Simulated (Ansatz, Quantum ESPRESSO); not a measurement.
# BaO (Fm-3m): third-order response, part 3 of 3

Wanted: vibrational spectra of BaO (Fm-3m) from linear and non-linear response.

Quantum ESPRESSO 8.0 development, patched; DFT LDA, scalar-relativistic, plane waves, PseudoDojo norm-conserving pseudopotentials.

So far, mean static dielectric tensor (ions relaxed, fixed cell): step 6 (zone-centre analysis) 73.5. The relaxed cell has a = 5.452 Å (conventional setting).

The database entry behind the starting cell differs from later determinations by our own check (about 0.7 % short), so it need not match the best structure at ambient conditions.

**8. Sum rules set otherwise: a sum rule for molecules or wires on a crystal**

This rule also removes rotations, which suits wires and not a crystal; it is tried to see the harm.

dynmat.in reads:

```
&INPUT
  fildyn = 'g.dyn'
  asr    = 'one-dim'
  fileig = 'dynmat.eig'
  lperm  = .true.
/
```

On the command line:

```
> dynmat.x -in dynmat.in > dynmat.out
```

The log of the run:

```text
[banner, memory and clock lines left out]
Program DYNMAT v.8.0dev

     Reading Dynamical Matrix from file g.dyn
     ...Force constants read
     ...epsilon and Z* read
     ...Raman cross sections read
asr rotation axis in 1D system=    3
     For the rotational sum rules    1 atoms are taken in another cell, next to their neighbours
     Acoustic Sum Rule: || Z*(ASR) - Z*(orig)|| =    6.849568E-05
     Acoustic Sum Rule: ||dyn(ASR) - dyn(orig)||=    2.079046E-02
     Message from routine dynmat:
     WARNING: the charges keep any dipole. Ignore the strengths of the modes set to zero; with q typed a rigid rotation may get a frequency
     A direction for q was not specified:TO-LO splitting will be absent

     Polarizability (A^3 units)
     multiply by 0.474043 for Clausius-Mossotti correction (not under assume_isolated = 'mt')
        10.730776    0.000000   -0.000000
         0.000000   10.730776    0.000000
        -0.000000    0.000000   10.730776

     IR activities are in (D/A)^2/amu units

# mode   [cm-1]    [THz]      IR
    1     -0.00   -0.0000    8.9050
    2     -0.00   -0.0000    0.2026
    3      0.00    0.0000    3.4550
    4      0.00    0.0000    0.0280
    5     97.90    2.9350   12.5906
    6     97.90    2.9350   12.5906

Electronic dielectric permittivity tensor (relative, adimensional)
         4.328537    0.000000   -0.000000
         0.000000    4.328537    0.000000
        -0.000000    0.000000    4.328537

 ... with zone-center polar mode contributions
         4.328537    0.000000   -0.000000
         0.000000   73.484921    0.000000
        -0.000000    0.000000   73.484921
```

Wall time 0.51 s (1 thread of Arm Neoverse V2, shared host).

The program raised no error, yet the settings are not those of a careful run.

The fault: a sum rule for molecules or wires on a crystal; 1 optical mode is projected out to zero frequency, as if it were a rotation, and the static dielectric tensor is spoilt.

For a crystal the rule has to be 'simple' or 'crystal'.

Zone-centre frequencies as printed; negative means imaginary. Modes:

```
mode  frequency (cm⁻¹)
   1                 0
   2                 0
   3                 0
   4                 0
   5              97.9
   6              97.9
```

**9. The LO-TO splitting (1 0 0)**

A longitudinal polar mode sets up a macroscopic field that stiffens it; the term hangs on the direction from which q goes to zero.

dynmat.in reads:

```
&INPUT
  fildyn = 'g.dyn'
  asr    = 'simple'
  fileig = 'dynmat.eig'
  q(1)   = 1.0
  q(2)   = 0.0
  q(3)   = 0.0
/
```

On the command line:

```
> dynmat.x -in dynmat.in > dynmat.out
```

The log of the run:

```text
[banner, memory and clock lines left out]
Program DYNMAT v.8.0dev

     Reading Dynamical Matrix from file g.dyn
     ...Force constants read
     ...epsilon and Z* read
     ...Raman cross sections read

     Polarizability (A^3 units)
     multiply by 0.474043 for Clausius-Mossotti correction (not under assume_isolated = 'mt')
        10.730776    0.000000   -0.000000
         0.000000   10.730776    0.000000
        -0.000000    0.000000   10.730776

     IR activities are in (D/A)^2/amu units

# mode   [cm-1]    [THz]      IR
    1     -0.00   -0.0000    0.0000
    2      0.00    0.0000    0.0000
    3      0.00    0.0000    0.0000
    4     97.89    2.9348   12.5906
    5     97.89    2.9348   12.5906
    6    403.38   12.0931   12.5906
```

It took 0.51 s on 1 thread.

This step gave:

- highest mode moved by the LO-TO term: 403.4 cm⁻¹

Zone-centre frequencies as printed; negative means imaginary. Modes:

| mode | frequency (cm⁻¹) |
| --- | --- |
| 1 | 0 |
| 2 | 0 |
| 3 | 0 |
| 4 | 97.89 |
| 5 | 97.89 |
| 6 | 403.4 |

The field moves one mode, from 98 to 403 cm⁻¹; the others stay.

**10. A second program**

The same cell goes through another code at the same cutoff. The files are of one family, but Ansatz's library holds files of its own making for some heavy elements, so those for Ba may differ. Its k mesh is centred on Γ.

This step: DFT LDA, scalar-relativistic, plane waves, norm-conserving pseudopotentials of its library (PseudoDojo's, some remade) (Ansatz 0.2.0).

input.yaml reads:

```yaml
crystal:
  lattice:
    - [-2.725958162, 0.0, 2.725958162]
    - [0.0, 2.725958162, 2.725958162]
    - [-2.725958162, 2.725958162, 0.0]
  atoms:
    - { symbol: Ba, position: [0.0, 0.0, 0.0] }
    - { symbol: O, position: [0.5, 0.5, 0.5] }
kpoints:
  mp_grid: { grid: [12, 12, 12] }
hamiltonian:
  xc: lda
  pseudopotentials: { kind: nc, accuracy: standard }
scf:
  occupations: { method: fixed }
output:
  eigenvalues: true
basis:
  ecutwfc: 1142.878
phonons:
  method: dfpt
  dielectric: true
  rigid_motions: translations
  raman: true
```

On the command line:

```
> ansatz run input.yaml --threads 4 --pin off --max-ram 8192MiB --backend cpu --events-out ev --progress --plain --runs-dir out
```

The log of the run:

```text
Warning: basis.ecutwfc = 1142.878 eV is below the records' recommended 1142.878222 eV, and the density's cutoff is lower with it unless basis.ecutrho_ratio is high enough to keep the records' density cutoff: compare with a run at a higher cutoff
Engine: ansatz 0.2.0, aarch64-unknown-linux-gnu
Pseudopotentials: kind: nc
Pseudopotential: Ba, nc, valence charge 10, recommended cutoff 770 eV (normal), Ba.nc.azcp (PseudoDojo's, or run here from an input of PseudoDojo's; its table is named by hamiltonian.pseudopotentials.accuracy)
Pseudopotential: O, nc, valence charge 6, recommended cutoff 1142.878222 eV (normal), O.nc.azcp (PseudoDojo's, or run here from an input of PseudoDojo's; its table is named by hamiltonian.pseudopotentials.accuracy)
Functional definition: SPW92
  exchange = slater_x
  correlation = pw_c
Crystal: 2 atoms, lattice volume = 40.512 Å³
Basis set: ecut = 1142.878 eV, 3527 PW (Γ), exchange–correlation on 90×90×90 points (8 copies of the dense FFT grid, shifted against one another)
Bands: 12, of which v1, the nominal top of the filled ones, is band 8 counted from 1 (7 counted from 0)
Symmetry: 48 space group operations
k-points: 163 of 1728 (irreducible under 8 space group operations, time reversal used)
Non-local potential: Ba, projectors of the file, l = 0: 2, l = 1: 2, l = 2: 2, l = 3: 2
Non-local potential: O, projectors of the file, l = 0: 2, l = 1: 2, l = 2: 1
Initial density: superposition of atomic densities (chi_scale 0.1, normalization cell, long waves kept (reshape's long-wave potential 0.00 eV rms))
Initial wavefunctions: pseudopotential atomic-orbital guess
Functional: x = slater, c = lda
SCF iter   1: F=—  HF=-1216.983197 eV  |F-HF|=—  |Δ(HF+E_count)|=         —  Δρ=9.32e-2  dr2=3.01e0  ethr=3.10e-3  ⟨swp⟩=7.8  Hψ=14348  notcnv=0  defer=297
preconditioner: auto → none  [insulator: Δε(μ)=0.723 eV  Ē_g=12.943 eV  n_scr=14 (ndim 8)  ℏωp=21.8 eV  f_vac=0.000  ε∞_Penn≈3.8]
SCF iter   2: F=—  HF=-1217.128380 eV  |F-HF|=—  |Δ(HF+E_count)|=   1.45e-1  Δρ=8.98e-2  dr2=3.36e0  ethr=3.10e-3  ⟨swp⟩=5.2  Hψ=6772  notcnv=0  defer=307
SCF iter   3: F=—  HF=-1216.356692 eV  |F-HF|=—  |Δ(HF+E_count)|=   7.72e-1  Δρ=1.26e-2  dr2=7.68e-2  ethr=3.10e-3  ⟨swp⟩=3.3  Hψ=3947  notcnv=0  defer=305
SCF iter   4: F=—  HF=-1216.358430 eV  |F-HF|=—  |Δ(HF+E_count)|=   1.74e-3  Δρ=8.23e-3  dr2=3.86e-2  ethr=4.80e-4  ⟨swp⟩=2.9  Hψ=3713  notcnv=0  defer=315
SCF iter   5: F=—  HF=-1216.350281 eV  |F-HF|=—  |Δ(HF+E_count)|=   8.15e-3  Δρ=1.88e-3  dr2=2.15e-3  ethr=2.41e-4  ⟨swp⟩=2.3  Hψ=2720  notcnv=0  defer=304
SCF iter   6: F=—  HF=-1216.349800 eV  |F-HF|=—  |Δ(HF+E_count)|=   4.81e-4  Δρ=3.58e-4  dr2=8.11e-5  ethr=1.34e-5  ⟨swp⟩=3.9  Hψ=3796  notcnv=0  defer=321
SCF iter   7: F=—  HF=-1216.349783 eV  |F-HF|=—  |Δ(HF+E_count)|=   1.75e-5  Δρ=1.64e-4  dr2=1.92e-5  ethr=5.07e-7  ⟨swp⟩=2.5  Hψ=3206  notcnv=0  defer=319
SCF iter   8: F=—  HF=-1216.349782 eV  |F-HF|=—  |Δ(HF+E_count)|=   9.99e-7  Δρ=2.17e-5  dr2=3.32e-7  ethr=1.20e-7  ⟨swp⟩=2.0  Hψ=2259  notcnv=0  defer=301
SCF iter   9: F=—  HF=-1216.349813 eV  |F-HF|=—  |Δ(HF+E_count)|=   3.15e-5  Δρ=3.86e-6  dr2=4.15e-9  ethr=2.08e-9  ⟨swp⟩=2.8  Hψ=3227  notcnv=0  defer=285
SCF iter  10: F=—  HF=-1216.349813 eV  |F-HF|=—  |Δ(HF+E_count)|=   1.31e-9  Δρ=2.84e-6  dr2=3.90e-9  ethr=2.59e-11  ⟨swp⟩=2.5  Hψ=3622  notcnv=0  defer=285
SCF iter  11: F=—  HF=-1216.349813 eV  |F-HF|=—  |Δ(HF+E_count)|=  6.40e-10  Δρ=1.50e-6  dr2=1.07e-9  ethr=2.44e-11  ⟨swp⟩=1.0  Hψ=1956  notcnv=0  defer=285
SCF iter  12: F=-1216.349813 eV  HF=-1216.349813 eV  |F-HF|=2.96e-11  |Δ(HF+E_count)|=  1.67e-10  Δρ=2.68e-7  dr2=3.30e-11  ethr=1.00e-12  ⟨swp⟩=19.6  Hψ=27879  notcnv=0
SCF 1 converged in 12 iterations: F = -1216.349813 eV  dr2 = 3.30e-11
NSCF: frozen V_eff on 2 k-points
DFPT response loops at Γ: preconditioner auto → none (the input reference at scf.mixing.eps_inf says where Resta's filter doesn't serve); β = 0.50; Broyden in place of MSR1
── the response to a field inside a basis, on 12×12×12 k-points: an SCF that follows is theirs, and a resumed run solves both again ──
Bands: 9, of which v1, the nominal top of the filled ones, is band 8 counted from 1 (7 counted from 0)
k-points: 182 of 1728 (irreducible under 12 space group operations)
Initial density: handed on by an earlier stage of this run
Initial wavefunctions: pseudopotential atomic-orbital guess (no wavefunctions were taken with the density)
Eigensolver: Dense (182 Hₖ)
SCF iter   1: F=—  HF=-1216.347797 eV  |F-HF|=—  |Δ(HF+E_count)|=         —  Δρ=8.65e-5  dr2=3.19e-7  ethr=1.00e-1
preconditioner: auto → none  [insulator: Δε(μ)=1.820 eV  Ē_g=10.967 eV  n_scr=14 (ndim 8)  ℏωp=21.8 eV  f_vac=0.000  ε∞_Penn≈5.0]
SCF iter   2: F=—  HF=-1216.347797 eV  |F-HF|=—  |Δ(HF+E_count)|=   5.95e-7  Δρ=4.34e-5  dr2=8.64e-8  ethr=2.00e-9
SCF iter   3: F=—  HF=-1216.347797 eV  |F-HF|=—  |Δ(HF+E_count)|=   2.44e-7  Δρ=2.39e-5  dr2=2.15e-7  ethr=5.40e-10  recentre
SCF iter   4: F=—  HF=-1216.347797 eV  |F-HF|=—  |Δ(HF+E_count)|=   4.19e-8  Δρ=7.53e-7  dr2=1.18e-10  ethr=5.40e-10
SCF iter   5: F=-1216.347797 eV  HF=-1216.347797 eV  |F-HF|=1.14e-12  |Δ(HF+E_count)|=  1.36e-12  Δρ=1.06e-7  dr2=2.61e-12  ethr=1.00e-12
SCF 1 converged in 5 iterations: F = -1216.347797 eV  dr2 = 2.61e-12
DFPT response loops at Γ: mixed as the last ones told, above
DFPT response loops at Γ: mixed as the last ones told, above
DFPT response loops at Γ: mixed as the last ones told, above
SCF converged after 12 iterations
Free energy (F): -1216.349813 eV
Harris-Foulkes:  -1216.349813 eV  (|F-HF|=2.96e-11)
Internal energy: -1216.349813 eV  (E = F + TS)
E sigma→0 (E₀):  -1216.349813 eV
Fermi energy:    8.923256 eV
--- Per-component energies (eV) ---
  E_band       = -9.099817
  E_kinetic    = 479.908374
  E_local      = -633.976428  (includes V_loc(G=0)·N_el)
  E_nonlocal   = 37.239098
  E_hartree    = 189.376107
  E_xc         = -292.753201
  E_vxc        = -271.022975  (∫ρ·V_xc dr)
  E_ewald      = -996.143764
  E_smearing   = -0.000000  (= −TS)
  E_closure    = 0.000000  (closes the sum)
  Σ components = -1216.349813   (vs F -1216.349813, Δ=0.00e0)
--- Band table (eV; the first three rows and the last of 163) ---
  k-point 0: bands = [... 4 lower, -1.1942, 8.3182, 8.3182, 8.3182, 12.4925, 13.5802, 13.5802, 13.5802]
  k-point 1: bands = [... 4 lower, -1.2036, 8.1569, 8.2267, 8.2267, 12.8093, 13.4289, 13.7054, 13.7054]
  k-point 2: bands = [... 4 lower, -1.2288, 7.7823, 7.9924, 7.9924, 13.1667, 13.6944, 14.0681, 14.0681]
  k-point 162: bands = [... 4 lower, -1.8906, 8.6165, 8.6165, 8.9233, 10.6618, 15.1276, 17.3292, 18.1509]
--- Phonons (Γ-DFPT): 2 representative perturbations + reference, on 163 of 1728 k-points (Σ response iterations 6) ---
  k mesh reduced under 8 symmetry operations, with k and −k counted as one. Each operation leaves every solved perturbation unchanged. A smaller set is not considered because the run solves the response to a homogeneous field
  ASR residual: 4.411e-4 → 0.000e0 eV/Å²; symmetrization residual: 5.652e-7 eV/Å²
  ASR residual per site (eV/Å²): 5.28e-5 4.41e-4
  Γ frequencies (cm⁻¹): 0.00 0.00 0.00 77.83 77.83 77.83
  ε∞ (high-frequency dielectric tensor):
        4.261570    -0.000000    -0.000000
        0.000000     4.261570     0.000000
        0.000000    -0.000000     4.261570
  ε⁰ (static dielectric tensor: ions relaxed, cell fixed):
      112.835564    -0.000000    -0.000000
       -0.000000   112.835564     0.000000
       -0.000000     0.000000   112.835564
  ε⁰ − ε∞ (ionic part):
      108.573993    -0.000000    -0.000000
       -0.000000   108.573993     0.000000
       -0.000000     0.000000   108.573993
  softest optical mode at Γ: 77.83 cm⁻¹; the repairs (sum rule, projections) moved no ω² at Γ by more than (2.75 cm⁻¹)²
  Born effective charges Z* (e; rows j = field, columns β = displacement):
    site 0:
         2.78570   -0.00000    0.00000
        -0.00000    2.78570    0.00000
        -0.00000   -0.00000    2.78570
    site 1:
        -2.78570    0.00000    0.00000
         0.00000   -2.78570    0.00000
         0.00000    0.00000   -2.78570
  Z* charge neutrality: 8.518e-6 e pre-enforcement
  k-mesh period / interband length: 46.3 Å / 1.51 Å = 30.67 at k = (0.0000, 0.0000, 0.0000), direct gap 4.174 eV — 14 or more, which is no proof of convergence
  Raman tensors (in the event stream and the table raman_tensors.tsv): an entry may err by 1.5e-3 Å², one of the second-order susceptibility by 1.8e-19 pm/V (basis, points and sum rule); their sum over the sites missed zero by 9.688e-21 Å² ahead of its enforcement
  optical modes at Γ without the LO–TO term, one row a degenerate level:
      ω (cm⁻¹)  modes    IR ((D/Å)²/amu)  static Raman (Å⁴/amu)  depolarisation
         77.83      3            37.4816                 0.0000               —
  optical modes at Γ + LO–TO along q̂ = [1.0000, 0.0000, 0.0000]:
      ω (cm⁻¹)  modes    IR ((D/Å)²/amu)  static Raman (Å⁴/amu)  depolarisation
         77.83      2            24.9877                 0.0000               —
        400.51      1            12.4939                 0.0000               —
  optical modes at Γ + LO–TO along q̂ = [0.0000, 1.0000, 0.0000]:
      ω (cm⁻¹)  modes    IR ((D/Å)²/amu)  static Raman (Å⁴/amu)  depolarisation
         77.83      2            24.9877                 0.0000               —
        400.51      1            12.4939                 0.0000               —
  optical modes at Γ + LO–TO along q̂ = [0.0000, 0.0000, 1.0000]:
      ω (cm⁻¹)  modes    IR ((D/Å)²/amu)  static Raman (Å⁴/amu)  depolarisation
         77.83      2            24.9877                 0.0000               —
        400.51      1            12.4939                 0.0000               —
```

Elapsed: 3.1 min, on 4 threads; peak memory 1.7 GiB.

Numbers from this step:

```
gap on the k-mesh                                : 1.739 eV
sum-rule residual before enforcement             : 4.41e-4 eV/Å²
miss of the charge sum rule                      : 8.52e-6 e
highest optical zone-centre mode (no LO-TO term) : 77.83 cm⁻¹
lowest optical zone-centre mode                  : 77.83 cm⁻¹
mean high-frequency dielectric constant          : 4.262
largest Born charge in size (third of the trace) : 2.786 e
mean static dielectric constant                  : 112.8
highest mode moved by the LO-TO term             : 400.5 cm⁻¹
```

Transverse modes. Lines of the infrared spectrum (strongest = 100):

```
position (cm⁻¹)  label  IR intensity ((D/Å)²/amu), degenerate modes summed, relative
             78    T1u                                                           100
```

**11. Side by side: QE PseudoDojo and Ansatz, library NC**

Worked out from the results:

| Item | Value |
| --- | --- |
| root-mean-square difference | 20.1 cm⁻¹ |
| largest difference | 20.1 cm⁻¹ |

Optical modes, paired by symmetry label. Frequencies side by side, by row:

```csv
q (reciprocal lattice),mode,QE PseudoDojo (cm⁻¹),"Ansatz, library NC (cm⁻¹)"
0 0 0,4,97.9,77.8
0 0 0,5,97.9,77.8
0 0 0,6,97.9,77.8
```

The two runs side by side. Further quantities:

```csv
quantity,QE PseudoDojo,"Ansatz, library NC"
mean ε∞,4.329,4.262
"largest Born charge in size (e; the first before, the second after the charge sum rule)",2.796,2.786
summed IR intensity ((D/Å)²/amu),37.77,37.48
```

At the zone centre the largest difference (acoustic modes at Γ apart) is 21 % of the highest mode.

**12. Results**

- space group after relaxation: Fm-3m
- volume per atom: 20.3 Å³
- gap on the k-mesh: 1.70 eV
- highest optical zone-centre mode (no LO-TO term): 97.9 cm⁻¹
- highest mode moved by the LO-TO term: 403.4 cm⁻¹
- mean high-frequency dielectric constant: 4.33
- largest Born charge in size (third of the trace): 2.80 e
- mean static dielectric constant: 73.5
- imaginary optical modes at the zone centre (no q mesh in this session): none
- largest difference from Ansatz, library NC: 20.1 cm⁻¹

No mode is Raman active in this structure; the strongest infrared line lies at 98 cm⁻¹. At the LDA level the optical modes of BaO (Fm-3m) at the zone centre (no LO-TO term) lie at 98 cm⁻¹. On other potentials, and in a cell that was not relaxed for them, the second run differs strongly on some modes. Along the directions run, the highest mode that the macroscopic field moves lies at 403 cm⁻¹. Lattice motion raises the mean dielectric constant from 4.329 to 73.49. The Born charge of O is -2.796 e against a formal charge of -2: displacements drive charge along the bonds, a mark of mixed ionic and covalent bonding and of large LO-TO splittings. The Lyddane-Sachs-Teller relation holds: (ωLO/ωTO)² is 16.98 and ε₀/ε∞ is 16.98. QE PseudoDojo and Ansatz, library NC differ by 20.1 cm⁻¹ in the root mean square and by 20.1 cm⁻¹ at most, 20.5 % of the highest mode compared (acoustic modes at Γ left out); the two use different potentials, and the cell was not relaxed for the second set. These are harmonic frequencies at zero temperature: anharmonic shifts and linewidths and thermal expansion are left out. Spin-orbit coupling is left out, which can matter for the heavy elements here. The published file for Ba has no f projectors, which tends to make oxide cells too large. The total energies of the two programs lie far apart, so at least one potential file in Ansatz's library differs from the published one read by the first program. The build is a development version in which the Raman tensors of release 7.5 are mended; dynmat.x leaves out the electro-optic term of LO lines.

[Host names and launcher messages were left out of these logs when they were recorded.]

[Logs are printed without paths, hosts, clocks, repeated set-up lines and the standing remarks that a program may print on its own settings, such as how far it seeks lower states.]

[Hosts, paths, dates, database ids (printed as entryN), source tags and the programs' standing remarks are cut or masked in the printed files.]
